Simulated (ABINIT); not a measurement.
Runs of ABINIT 10.8.3 (patched build) on Mg. It takes space group P6_3/mmc (No. 194, hexagonal). Conventional cell: a = 3.209 Å, b = 3.209 Å, c = 5.210 Å, α = 90.00°, β = 90.00°, γ = 120.00°. Around Mg (site symmetry -6m2) lie 12 Mg at 3.20 to 3.21 Å. 

| task | level | potentials or basis | cell | k mesh | cutoff (eV) | fine-grid cutoff | dispersion computed by | gap on the mesh (eV) | pressure (GPa) | V0 of scaled cells (Å³/atom) | B0 (GPa) |
| --- | --- | --- | --- | --- | --- | --- | --- | --- | --- | --- | --- |
| equation of state | RPBE+D3 | JTH PAW PBE v2.0 | as given | 10 × 10 × 5 | 517 | 1034.03 eV | simple-dftd3 1.7.0 | - | - | 23.48 | (a) |
| equation of state | SOGGA | JTH PAW PBE v2.0 | as given | 10 × 10 × 5 | 517 | 1034.03 eV | - | - | - | 22.49 | 38 |
| single point | LDA | JTH PAW LDA v2.0 | as given | 13 × 13 × 6 | 408 | 816.342 eV | - | none | - | - | - |
| single point | PBE | JTH PAW PBE v2.0 | atoms moved at random, drawn with an rms of 0.05 Å | 10 × 10 × 5 | 517 | 1034.03 eV | - | none | -0.7 | - | - |
| single point | PBE | JTH PAW PBE v2.0 | as given | 10 × 10 × 5 | 517 | 1034.03 eV | - | none | -0.8 | - | - |
| equation of state | PBE | JTH PAW PBE v2.0 | as given | 10 × 10 × 5 | 517 | 1034.03 eV | - | - | - | (b) | 35 |

Alike in all rows: no spin polarisation; smearing fermi-dirac 0.05 eV.

Problem. Fill in the values left out.

Solution. (a) 30; (b) 22.98.

Caveats: pressures at fixed basis lie under the slope of the energies (some runs); the cell was scaled at fixed shape and fractional positions, which overstates the stiffness of a crystal with free parameters, most of all of layers and chains (some runs); the PAW data sets were made with another functional, which shifts forces and pressure a little (some runs).

A gap of «none» marks a metal or a gap under the smearing width.
